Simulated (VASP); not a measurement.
# KCl (Pm-3m) in VASP: a series of runs

Runs on KCl. Level: PBE. Tasks: single point.

Everything below comes from runs of VASP 6.6.1. Logs are shortened: lines on timing, memory, paths and dates and some standing lists are left out, and cuts for length are marked.

### Step 1. The structure

The structure is cubic, space group Pm-3m (No. 221). Conventional cell: a = 3.839 Å, b = 3.839 Å, c = 3.839 Å, α = 90.00°, β = 90.00°, γ = 90.00°. K (site symmetry m-3m) is surrounded by 8 Cl at 3.32 Å. Cl (site symmetry m-3m) is surrounded by 8 K at 3.32 Å.

Measurements of this composition are mostly on another form, of space group No. 225.

### Step 2. Single point, PBE

The input, INCAR:

```
SYSTEM = KCl
PREC = Accurate ; ENCUT = 800
EDIFF = 1E-6 ; ISMEAR = 0
SIGMA = 0.01 ; LREAL = .False.
LASPH = .True. ; NELM = 100
ALGO = Normal ; ISIF = 2
LWAVE = .False. ; LCHARG = .False.
GGA = PE ; NBANDS = 15
ADDGRID = .False.
```

The input, KPOINTS:

```
regular mesh
0
Gamma
  4 4 4
  0 0 0
```

The input, POSCAR:

```
KCl
1.0
    3.8391960000      0.0000000000      0.0000000000
    0.0000000000      3.8391960000      0.0000000000
    0.0000000000      0.0000000000      3.8391960000
K Cl
1 1
Direct
    0.0000000000      0.0000000000      0.0000000000
    0.5000000000      0.5000000000      0.5000000000
```

Potentials or basis: VASP PAW PBE potentials, release 64 (K_sv, Cl_h).

On the command line:

```bash
$ cat potpaw_PBE.64/K_sv/POTCAR potpaw_PBE.64/Cl_h/POTCAR > POTCAR
$ mpirun -np 1 vasp_std > vasp.out
```

OUTCAR:

```text
SYSTEM = KCl
   PREC = Accurate
   ENCUT = 800
   EDIFF = 1E-6
   ISMEAR = 0
   LREAL = .False.
   LASPH = .True.
   NELM = 100
   ISIF = 2
   GGA = PE

 Found     10 irreducible k-points:

 Following reciprocal coordinates:
            Coordinates               Weight
  0.000000  0.000000  0.000000      1.000000
  0.250000  0.000000  0.000000      6.000000
  0.500000  0.000000  0.000000      3.000000
  0.250000  0.250000  0.000000     12.000000
  0.500000  0.250000  0.000000     12.000000
  0.500000  0.500000  0.000000      3.000000
   k-points           NKPTS =     10   k-points in BZ     NKDIM =     10   number of bands    NBANDS=     15
   number of dos      NEDOS =    301   number of ions     NIONS =      2
   total plane-waves  NPLWV =  46656
   dimension x,y,z NGX =    36 NGY =   36 NGZ =   36
   dimension x,y,z NGXF=    72 NGYF=   72 NGZF=   72
   ions per type =               1   1
   NGX,Y,Z   is equivalent  to a cutoff of  15.59, 15.59, 15.59 a.u.
   NGXF,Y,Z  is equivalent  to a cutoff of  31.18, 31.18, 31.18 a.u.
 SYSTEM =  KCl
   PREC   = accura    normal or accurate (medium, high low for compatibility)
   ISTART =      0    job   : 0-new  1-cont  2-samecut
   ICHARG =      2    charge: 1-file 2-atom 10-const
   ISPIN  =      1    spin polarized calculation?
   LNONCOLLINEAR =      F non collinear calculations
   LSORBIT =      F    spin-orbit coupling
   LASPH  =      T    aspherical Exc in radial PAW
   ENCUT  =  800.0 eV  58.80 Ry    7.67 a.u.   8.85  8.85  8.85*2*pi/ulx,y,z
   NELM   =    100;   NELMIN=  2; NELMDL= -5     # of ELM steps
   EDIFF  = 0.1E-05   stopping-criterion for ELM
   LREAL  =      F    real-space projection
   EDIFFG = 0.1E-04   stopping-criterion for IOM
   NSW    =      0    number of steps for IOM
   IBRION =     -1    ionic relax: 0-MD 1-quasi-New 2-CG
   NFREE  =      0    steps in history (QN), initial steepest desc. (CG)
   ISIF   =      2    stress and relaxation
   ISYM   =      2    0-nonsym 1-usesym 2-fastsym
   POTIM  = 0.5000    time-step for ionic-motion
   TEBEG  =    0.0;   TEEND  =   0.0 temperature during run
   PSTRESS=    0.0 pullay stress
   NELECT =      16.0000    total number of electrons
   NUPDOWN=      -1.0000    fix difference up-down
   EMIN   =  10.00;   EMAX   =-10.00  energy-range for DOS
   EFERMI =   0.00;   METHOD = LEGACY
   ISMEAR =     0;   SIGMA  =   0.01  broadening in eV -4-tet -1-fermi 0-gaus
   EFERMI_NEDOS =   21; number of points for ismear=-14 and -15
   IALGO  =     38    algorithm
   IMIX   =      4    mixing-type and parameters
     AMIX     =   0.40;   BMIX     =  1.00
     AMIX_MAG =   1.60;   BMIX_MAG =  1.00
  volume/ion in A,a.u.               =      28.29       190.94
  Fermi-wavevector in a.u.,A,eV,Ry     =   1.074504  2.030517 15.708715  1.154558
  Thomas-Fermi vector in A             =   2.210334
   LORBIT       =      0    0 simple, 1 ext, 2 COOP (PROOUT), +10 PAW based schemes
   GGA     = PE    functional components
   LHFCALC =     F    Hartree Fock is set to
   AEXX    =    0.0000 exact exchange contribution
   IVDW    =     0    specifies the selected vdW correction
   LEPSILON=     F    determine dielectric tensor
   LRPA    =     F    only Hartree local field effects (RPA)
 non-spin polarized calculation
 Gauss-broadening in eV      SIGMA  =   0.01
  energy-cutoff  :      800.00
  volume of cell :       56.59
 maximum number of plane-waves:      2945
 NGX is ok and might be reduce to    36
   NGX = 17   NGY = 17   NGZ = 17

 number of electron      16.0000001 magnetization

 Free energy of the ion-electron system (eV)
  ---------------------------------------------------
  ext. energy  EPLUGINS =         0.00000000
  ---------------------------------------------------
  free energy    TOTEN  =        -6.65481964 eV

  energy without entropy =       -6.65481964  energy(sigma->0) =       -6.65481964

 E-fermi :  -0.4955     XC(G=0):  -8.0936

 val. band max:       -0.5919619006   @ k =   0.5000   0.5000   0.0000
 cond. band min:       4.2016927023   @ k =   0.0000   0.0000   0.0000
 fundamental gap:      4.7936546029
 Fermi energy:        -0.4954713937

 k-point     1 :       0.0000    0.0000    0.0000
  band No.  band energies     occupation
      1     -28.6593      2.00000
      2     -13.1594      2.00000
      3     -12.0462      2.00000
      4     -12.0462      2.00000
      5     -12.0462      2.00000
      6      -0.7952      2.00000
      7      -0.7952      2.00000
      8      -0.7952      2.00000
      9       4.2017      0.00000
     10       5.9669      0.00000
     11       5.9669      0.00000
     12      10.0301      0.00000
     13      10.0301      0.00000
     14      10.0301      0.00000
     15      12.9467      0.00000

 k-point     2 :       0.2500    0.0000    0.0000
  band No.  band energies     occupation
      1     -28.6498      2.00000
      2     -13.2477      2.00000
      3     -12.0311      2.00000
      4     -12.0311      2.00000
      5     -11.9740      2.00000
      6      -1.6721      2.00000
      7      -0.7981      2.00000
      8      -0.7981      2.00000
      9       5.4149      0.00000
     10       6.4583      0.00000
     11       7.0189      0.00000
     12       9.8716      0.00000
     13       9.8716      0.00000
     14      10.3001      0.00000
     15      11.1934      0.00000
[... 41 lines left out ...]
      3     -12.1432      2.00000
      4     -12.0386      2.00000
      5     -12.0045      2.00000
      6      -2.0751      2.00000
      7      -1.3353      2.00000
      8      -0.7001      2.00000
      9       6.4387      0.00000
     10       7.0297      0.00000
     11       8.5114      0.00000
     12       9.0138      0.00000
     13       9.0439      0.00000
     14       9.7204      0.00000
     15      11.4398      0.00000

 k-point     6 :       0.5000    0.5000    0.0000
  band No.  band energies     occupation
      1     -28.6227      2.00000
      2     -12.8977      2.00000
      3     -12.2660      2.00000
      4     -12.2660      2.00000
      5     -11.9929      2.00000
      6      -1.7830      2.00000
      7      -1.7830      2.00000
      8      -0.5920      2.00000
      9       5.5838      0.00000
     10       6.6823      0.00000
     11       8.3293      0.00000
     12       8.3293      0.00000
     13      10.7418      0.00000
     14      10.7418      0.00000
     15      11.5441      0.00000

 [... further k-points ...]

------------------------ aborting loop because EDIFF is reached ----------------------------------------

  FORCE on cell =-STRESS in cart. coord.  units (eV):
  Direction    XX          YY          ZZ          XY          YZ          ZX
  --------------------------------------------------------------------------------------
  -------------------------------------------------------------------------------------
  Total        0.0005367      0.0005367      0.0005367     -0.0000000      0.0000000     -0.0000000
  in kB        0.0151961      0.0151961      0.0151961     -0.0000000      0.0000000     -0.0000000
  external PRESSURE =       0.0151961 kB  Pullay stress =       0.0000000 kB

 VOLUME and BASIS-vectors are now :
 -----------------------------------------------------------------------------
  energy-cutoff  :      800.00
  volume of cell :       56.59
      direct lattice vectors                 reciprocal lattice vectors
     3.839196000  0.000000000  0.000000000     0.260471203  0.000000000  0.000000000
     0.000000000  3.839196000  0.000000000     0.000000000  0.260471203  0.000000000
     0.000000000  0.000000000  3.839196000     0.000000000  0.000000000  0.260471203

 POSITION                                       TOTAL-FORCE (eV/Angst)
 -----------------------------------------------------------------------------------
      0.00000      0.00000      0.00000         0.000000      0.000000      0.000000
      1.91960      1.91960      1.91960         0.000000      0.000000      0.000000
 -----------------------------------------------------------------------------------
    total drift:                                0.000000      0.000000      0.000000

  FREE ENERGIE OF THE ION-ELECTRON SYSTEM (eV)
  ---------------------------------------------------
  free  energy   TOTEN  =        -6.6548196357 eV

  energy  without entropy=       -6.6548196357  energy(sigma->0) =       -6.65481964
```

Run time: 7.2 s. Hardware: 1 thread of Intel Xeon 6975P-C (Granite Rapids), shared host; peak memory 0.2 GiB.

The run converged, but some of its settings lie outside the range that counts as converged, so its numbers aren't taken as properties of the crystal.

Results:

```yaml
Free_energy: -6.6548 eV
Pressure: 0.0 GPa
Band_gap_on_the_k_mesh: 4.79 eV, indirect (least direct gap 5.00 eV)
```

### Step 3. Single point, PBE

INCAR is that of step 2.

KPOINTS is that of step 2.

The input, POSCAR:

```
KCl
1.0
    3.8391960000      0.0000000000      0.0000000000
    0.0000000000      3.8391960000      0.0000000000
    0.0000000000      0.0000000000      3.8391960000
K Cl
1 1
Direct
    0.0405710000      0.0040460000      0.0049320000
    0.5021390000      0.4938510000      0.4988730000
```

Potentials or basis: VASP PAW PBE potentials, release 64 (K_sv, Cl_h).

On the command line:

```bash
$ cat potpaw_PBE.64/K_sv/POTCAR potpaw_PBE.64/Cl_h/POTCAR > POTCAR
$ mpirun -np 1 vasp_std > vasp.out
```

Run time: 18 s. Hardware: 1 thread of Intel Xeon 6975P-C (Granite Rapids), shared host; peak memory 0.22 GiB.

These settings aren't checked as converged: the numbers below hold their error.

What came out:

```
Free energy            : -6.6471 eV
Pressure               : 0.1 GPa
Largest force          : 0.102 eV/Å
Band gap on the k mesh : 4.80 eV, indirect (least direct gap 5.00 eV)
```

### Step 4. Single point, PBE

The input, INCAR:

```
SYSTEM = KCl
PREC = Low ; ENCUT = 800
EDIFF = 1E-6 ; ISMEAR = 0
SIGMA = 0.05 ; LREAL = .False.
LASPH = .True. ; NELM = 100
ALGO = Normal ; ISIF = 2
LWAVE = .False. ; LCHARG = .False.
GGA = PE ; NBANDS = 15
ADDGRID = .False.
```

KPOINTS is that of step 3.

The input, POSCAR:

```
KCl
1.0
    3.8391960000      0.0000000000      0.0000000000
    0.0000000000      3.8391960000      0.0000000000
    0.0000000000      0.0000000000      3.8391960000
K Cl
1 1
Direct
    0.0000000000      0.0000000000      0.0000000000
    0.5000000000      0.5000000000      0.5000000000
```

Potentials or basis: VASP PAW PBE potentials, release 64 (K_sv, Cl_h).

On the command line:

```bash
$ cat potpaw_PBE.64/K_sv/POTCAR potpaw_PBE.64/Cl_h/POTCAR > POTCAR
$ mpirun -np 1 vasp_std > vasp.out
```

OUTCAR:

```text
SYSTEM = KCl
   PREC = Low
   ENCUT = 800
   EDIFF = 1E-6
   ISMEAR = 0
   LREAL = .False.
   LASPH = .True.
   NELM = 100
   ISIF = 2
   GGA = PE

 Found     10 irreducible k-points:

 Following reciprocal coordinates:
            Coordinates               Weight
  0.000000  0.000000  0.000000      1.000000
  0.250000  0.000000  0.000000      6.000000
  0.500000  0.000000  0.000000      3.000000
  0.250000  0.250000  0.000000     12.000000
  0.500000  0.250000  0.000000     12.000000
  0.500000  0.500000  0.000000      3.000000
   k-points           NKPTS =     10   k-points in BZ     NKDIM =     10   number of bands    NBANDS=     15
   number of dos      NEDOS =    301   number of ions     NIONS =      2
   total plane-waves  NPLWV =  21952
   dimension x,y,z NGX =    28 NGY =   28 NGZ =   28
   dimension x,y,z NGXF=    28 NGYF=   28 NGZF=   28
   ions per type =               1   1
   NGX,Y,Z   is equivalent  to a cutoff of  12.12, 12.12, 12.12 a.u.
   NGXF,Y,Z  is equivalent  to a cutoff of  12.12, 12.12, 12.12 a.u.
 SYSTEM =  KCl
   PREC   = low       normal or accurate (medium, high low for compatibility)
   ISTART =      0    job   : 0-new  1-cont  2-samecut
   ICHARG =      2    charge: 1-file 2-atom 10-const
   ISPIN  =      1    spin polarized calculation?
   LNONCOLLINEAR =      F non collinear calculations
   LSORBIT =      F    spin-orbit coupling
   LASPH  =      T    aspherical Exc in radial PAW
   ENCUT  =  800.0 eV  58.80 Ry    7.67 a.u.   8.85  8.85  8.85*2*pi/ulx,y,z
   NELM   =    100;   NELMIN=  2; NELMDL= -5     # of ELM steps
   EDIFF  = 0.1E-05   stopping-criterion for ELM
   LREAL  =      F    real-space projection
   EDIFFG = 0.1E-04   stopping-criterion for IOM
   NSW    =      0    number of steps for IOM
   IBRION =     -1    ionic relax: 0-MD 1-quasi-New 2-CG
   NFREE  =      0    steps in history (QN), initial steepest desc. (CG)
   ISIF   =      2    stress and relaxation
   ISYM   =      2    0-nonsym 1-usesym 2-fastsym
   POTIM  = 0.5000    time-step for ionic-motion
   TEBEG  =    0.0;   TEEND  =   0.0 temperature during run
   PSTRESS=    0.0 pullay stress
   NELECT =      16.0000    total number of electrons
   NUPDOWN=      -1.0000    fix difference up-down
   EMIN   =  10.00;   EMAX   =-10.00  energy-range for DOS
   EFERMI =   0.00;   METHOD = LEGACY
   ISMEAR =     0;   SIGMA  =   0.05  broadening in eV -4-tet -1-fermi 0-gaus
   EFERMI_NEDOS =   21; number of points for ismear=-14 and -15
[... 19 lines left out ...]
   NGX = 17   NGY = 17   NGZ = 17

 number of electron      16.0000321 magnetization

 Free energy of the ion-electron system (eV)
  ---------------------------------------------------
  ext. energy  EPLUGINS =         0.00000000
  ---------------------------------------------------
  free energy    TOTEN  =        -6.65570241 eV

  energy without entropy =       -6.65570241  energy(sigma->0) =       -6.65570241

 E-fermi :  -0.3620     XC(G=0):  -8.0936

 val. band max:       -0.5919067842   @ k =   0.5000   0.5000   0.0000
 cond. band min:       4.2017383356   @ k =   0.0000   0.0000   0.0000
 fundamental gap:      4.7936451198
 Fermi energy:        -0.3619659520

 k-point     1 :       0.0000    0.0000    0.0000
  band No.  band energies     occupation
      1     -28.6593      2.00000
      2     -13.1595      2.00000
      3     -12.0463      2.00000
      4     -12.0463      2.00000
      5     -12.0463      2.00000
      6      -0.7952      2.00000
      7      -0.7952      2.00000
      8      -0.7952      2.00000
      9       4.2017      0.00000
     10       5.9669      0.00000
     11       5.9669      0.00000
     12      10.0300      0.00000
     13      10.0300      0.00000
     14      10.0300      0.00000
[... 77 lines left out ...]
      2     -12.8978      2.00000
      3     -12.2661      2.00000
      4     -12.2661      2.00000
      5     -11.9930      2.00000
      6      -1.7830      2.00000
      7      -1.7830      2.00000
      8      -0.5919      2.00000
      9       5.5839      0.00000
     10       6.6823      0.00000
     11       8.3293      0.00000
     12       8.3293      0.00000
     13      10.7420      0.00000
     14      10.7420      0.00000
     15      11.5457      0.00000

 [... further k-points ...]

------------------------ aborting loop because EDIFF is reached ----------------------------------------

  FORCE on cell =-STRESS in cart. coord.  units (eV):
  Direction    XX          YY          ZZ          XY          YZ          ZX
  --------------------------------------------------------------------------------------
  -------------------------------------------------------------------------------------
  Total       -0.0003106     -0.0003106     -0.0003106      0.0000000     -0.0000000      0.0000000
  in kB       -0.0087941     -0.0087941     -0.0087941      0.0000000     -0.0000000      0.0000000
  external PRESSURE =      -0.0087941 kB  Pullay stress =       0.0000000 kB

 VOLUME and BASIS-vectors are now :
 -----------------------------------------------------------------------------
  energy-cutoff  :      800.00
  volume of cell :       56.59
      direct lattice vectors                 reciprocal lattice vectors
     3.839196000  0.000000000  0.000000000     0.260471203  0.000000000  0.000000000
     0.000000000  3.839196000  0.000000000     0.000000000  0.260471203  0.000000000
     0.000000000  0.000000000  3.839196000     0.000000000  0.000000000  0.260471203

 POSITION                                       TOTAL-FORCE (eV/Angst)
 -----------------------------------------------------------------------------------
      0.00000      0.00000      0.00000         0.000000      0.000000      0.000000
      1.91960      1.91960      1.91960         0.000000      0.000000      0.000000
 -----------------------------------------------------------------------------------
    total drift:                               -0.000000     -0.000000     -0.000000

  FREE ENERGIE OF THE ION-ELECTRON SYSTEM (eV)
  ---------------------------------------------------
  free  energy   TOTEN  =        -6.6557024146 eV

  energy  without entropy=       -6.6557024146  energy(sigma->0) =       -6.65570241
```

OSZICAR:

```text
N       E                     dE             d eps       ncg     rms          rms(c)
DAV:   1     0.134548679650E+03    0.13455E+03   -0.93571E+03   300   0.137E+03
DAV:   2     0.154956408323E+01   -0.13300E+03   -0.11877E+03   399   0.288E+02
DAV:   3    -0.669151210573E+01   -0.82411E+01   -0.81593E+01   412   0.601E+01
DAV:   4    -0.697002830974E+01   -0.27852E+00   -0.27844E+00   466   0.110E+01
DAV:   5    -0.697221422138E+01   -0.21859E-02   -0.21859E-02   441   0.947E-01    0.278E+00
DAV:   6    -0.668760885078E+01    0.28461E+00   -0.30710E-01   377   0.317E+00    0.208E+00
DAV:   7    -0.665329763641E+01    0.34311E-01   -0.99425E-02   377   0.203E+00    0.119E+00
DAV:   8    -0.665545181955E+01   -0.21542E-02   -0.20534E-02   388   0.104E+00    0.231E-01
DAV:   9    -0.665553052971E+01   -0.78710E-04   -0.16469E-03   419   0.280E-01    0.117E-01
DAV:  10    -0.665570407765E+01   -0.17355E-03   -0.31702E-04   335   0.167E-01    0.434E-02
DAV:  11    -0.665570207095E+01    0.20067E-05   -0.12109E-05   405   0.337E-02    0.197E-02
DAV:  12    -0.665570166605E+01    0.40490E-06   -0.10697E-05   335   0.239E-02    0.376E-03
DAV:  13    -0.665570241464E+01   -0.74859E-06   -0.80730E-07   311   0.773E-03
   1 F= -.66557024E+01 E0= -.66557024E+01  d E =-.863759E-12
```

It took 4.3 s on 1 thread of Intel Xeon 6975P-C (Granite Rapids), shared host; peak memory 0.12 GiB.

These settings aren't checked as converged: the numbers below hold their error.

What came out:

```
Free energy            : -6.6557 eV
Pressure               : 0.0 GPa
Band gap on the k mesh : 4.79 eV, indirect (least direct gap 5.00 eV)
```

(Continued in part 2 of 2.)
